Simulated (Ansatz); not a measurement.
GaP:

```
CELL_PARAMETERS angstrom
0.00000 2.72525 2.72525
2.72525 0.00000 2.72525
2.72525 2.72525 0.00000
ATOMIC_POSITIONS crystal
Ga 0.00000 0.00000 0.00000
P 0.75000 0.75000 0.75000
```

Base run:

```yaml
Program: Ansatz 0.2.0
Functional: RPBE
Potentials_or_basis: Ansatz PAW
Cutoff: "420 eV (not typed: the program's choice for these potentials)"
k_mesh: 8 × 8 × 8
Occupations: gaussian, width 0.05 eV
Spin: no spin polarisation
```

Its results: band gap on the k mesh 1.73 eV, indirect (least direct gap 1.96 eV); pressure 4.6 GPa.

Problem. The run is repeated on the same cell with these changes: functional from RPBE to PBEsol. What comes out?

Solution. Band gap on the k mesh 1.51 eV, indirect (least direct gap 1.74 eV); pressure -0.6 GPa.

PBEsol binds more tightly than RPBE, so the same cell stands under less pressure.

Caveats: the PAW data sets come from PBE, with cores solved anew for the run's functional, which leaves a small shift of forces and pressure.

A k mesh can miss the band edges.
